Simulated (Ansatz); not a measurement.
input.yaml

```yaml
crystal:
  lattice:
    - [0.0, 2.9216612818, 2.9216612818]
    - [2.9216612818, 0.0, 2.9216612818]
    - [2.9216612818, 2.9216612818, 0.0]
  atoms:
    - { symbol: Ag, position: [0.0, 0.0, 0.0] }
    - { symbol: Br, position: [0.5, 0.5, 0.5] }
basis:
  ecutwfc: 420
kpoints:
  mp_grid: { grid: [8, 8, 8] }
  band_path:
    path:
      - [[0.0, 0.0, 0.0], [0.5, 0.0, 0.5], [0.625, 0.25, 0.625]]
      - [[0.375, 0.375, 0.75], [0.0, 0.0, 0.0], [0.5, 0.5, 0.5], [0.5, 0.25, 0.75], [0.5, 0.0, 0.5]]
    npoints: 14
hamiltonian:
  xc: pbe
scf:
  occupations: { method: gaussian, width: 0.02 }
  n_extra_bands: 6
output:
  forces: true
  stress: true
  eigenvalues: true
  populations: true
  dos: { projected: true, de: 0.02, nscf_kmesh: { grid: [12, 12, 12] } }
  bader: true
  write_density: true
  write_potential: true
  elf: true
  volumetric_format: npy
```

Run as
```bash
ansatz run input.yaml --threads 1 --pin off --max-ram 2560MiB --backend cpu --events-out ev --progress --plain --runs-dir out
```

Level of theory: Ansatz 0.2.0, DFT PBE, scalar-relativistic, plane waves, PAW.

Abridged output:

```
scf.n_extra_bands = 6 over 13 filled bands (N_el = 26.0): the run solves 19 bands
Pseudopotentials: kind: paw
Pseudopotential: Ag, paw, valence charge 19, recommended cutoff 420 eV (normal)
Pseudopotential: Br, paw, valence charge 7, recommended cutoff 420 eV (normal)
Functional definition: PBE
Crystal: 2 atoms, lattice volume = 49.879 Å³
Basis set: ecut = 420 eV, 941 PW (Γ), exchange–correlation on 60×60×60 points (8 copies of the dense FFT grid, shifted against one another)
Bands: 19, of which v1, the nominal top of the filled ones, is band 13 counted from 1 (12 counted from 0)
Symmetry: 48 space group operations
Space group: Fm-3m (ITA 225), of the structure as read, at distance tolerance 3.7e-5 Å
k-points: 29 of 512
Initial density: superposition of atomic densities (neutral atoms: chi_scale 0, normalization atom), corrected by the library's trained network
Initial wavefunctions: pseudopotential atomic-orbital guess
Functional: x = pbe(κ = 0.804, μ = 0.21951497), c = pbe(β = 0.06672455)
SCF iter   1: F=—  HF=-10374.364627 eV  |F-HF|=—  |Δ(HF+E_count)|=         —  Δρ=3.08e-4  dr2=3.97e-5  ethr=1.77e-3  ⟨swp⟩=5.1  Hψ=2718  notcnv=0
SCF iter   2: F=—  HF=-10374.366208 eV  |F-HF|=—  |Δ(HF+E_count)|=   1.58e-3  Δρ=2.55e-4  dr2=1.92e-5  ethr=1.53e-7  ⟨swp⟩=4.1  Hψ=1681  notcnv=0  defer=35
SCF iter   3: F=—  HF=-10374.366222 eV  |F-HF|=—  |Δ(HF+E_count)|=   1.38e-5  Δρ=9.49e-5  dr2=2.17e-6  ethr=7.38e-8  ⟨swp⟩=2.0  Hψ=849  notcnv=0  defer=35
SCF iter   4: F=—  HF=-10374.366230 eV  |F-HF|=—  |Δ(HF+E_count)|=   7.92e-6  Δρ=4.34e-5  dr2=5.07e-7  ethr=8.36e-9  ⟨swp⟩=2.0  Hψ=725  notcnv=0  defer=35
SCF iter   5: F=-10374.366232 eV  HF=-10374.366232 eV  |F-HF|=8.94e-8  |Δ(HF+E_count)|=   2.26e-6  Δρ=1.16e-5  dr2=4.55e-8  ethr=1.95e-9  ⟨swp⟩=2.0  Hψ=767  notcnv=0  defer=35
SCF iter   6: F=-10374.366232 eV  HF=-10374.366232 eV  |F-HF|=2.59e-9  |Δ(HF+E_count)|=   1.14e-7  Δρ=4.02e-6  dr2=5.41e-9  ethr=1.75e-10  ⟨swp⟩=10.2  Hψ=3641  notcnv=0
SCF 1 converged in 6 iterations: F = -10374.366232 eV  dr2 = 5.41e-9
SCF converged after 6 iterations
Free energy (F): -10374.366232 eV
Harris-Foulkes:  -10374.366232 eV  (|F-HF|=2.59e-9)
Internal energy: -10374.366232 eV  (E = F + TS)
E sigma→0 (E₀):  -10374.366232 eV
Fermi energy:    7.677479 eV
--- Per-component energies (eV) ---
  E_band       = -378.929330
  E_kinetic    = 660.766866
  E_local      = -3403.185930  (includes V_loc(G=0)·N_el)
  E_nonlocal   = 153.924859
  E_hartree    = 1486.633543
  E_xc         = -446.997275
  E_vxc        = -335.301001  (∫ρ·V_xc dr)
  E_paw        = -6152.169166  (= ΣΔE_a)
  E_vpaw       = -428.396823  (= ΣTr[D̂ρ^β])
  E_aug_tail   = 0.000310  (compensation charges beyond the density's cutoff)
  E_ewald      = -2673.339440
  E_smearing   =  0.000000  (= −TS)
--- Forces (eV/Å), atoms counted from 1 ---
  atom   1  Ag     0.00000000     0.00000000     0.00000000
  atom   2  Br     0.00000000     0.00000000     0.00000000
--- Stress (GPa, compression-positive) ---
       -0.047134       0.000000       0.000000
        0.000000      -0.047134       0.000000
        0.000000       0.000000      -0.047134
  P = ⅓ Tr σ = -0.0471 GPa (-0.471 kbar)
--- Band table (eV; the first three rows and the last of 29) ---
  k-point 0: bands = ["-82.5887", "-46.1191", "-46.1191", "-46.1191", "-7.4159", "4.7500", "4.7500", "4.7509", "4.7509", "4.7509", "5.5870", "5.5870", "5.5870", "8.0213", "17.2698", "17.2698", "17.2698", "18.5790", "18.9031"]
  k-point 1: bands = ["-82.5887", "-46.1193", "-46.1192", "-46.1192", "-7.3637", "4.3902", "4.3902", "4.4419", "4.7884", "4.7884", "5.2381", "6.0075", "6.0075", "8.8302", "15.9485", "16.8708", "16.8708", "18.1949", "18.1949"]
  k-point 2: bands = ["-82.5887", "-46.1198", "-46.1192", "-46.1192", "-7.2326", "3.5211", "3.9161", "3.9161", "4.8813", "4.8813", "5.1932", "6.6392", "6.6392", "10.1550", "14.4899", "15.5840", "15.5840", "18.3803", "18.6701"]
  k-point 28: bands = ["-82.5887", "-46.1200", "-46.1200", "-46.1197", "-6.9788", "3.4645", "3.7339", "3.7339", "5.1049", "5.1098", "5.2164", "5.2164", "5.9454", "11.0454", "14.4655", "14.9981", "14.9981", "19.9654", "19.9654"]
--- Löwdin populations: 2 sites ---
  site symbol q [e]
     0     Ag     18.4886
     1     Br      7.4284
  spilling = 0.003193 (of n_electrons = 26.000000)
--- Bader charges: 2 sites ---
  site symbol charge [e]  shift [e]
     0     Ag      0.4820     0.0000
     1     Br     -0.4820     0.0000
  estimated error of the sums over rays = 2.6e-4 e
```

The run converged.

It took 10 s on 1 thread of Arm Neoverse V2 (shared host), peak memory 0.31 GiB.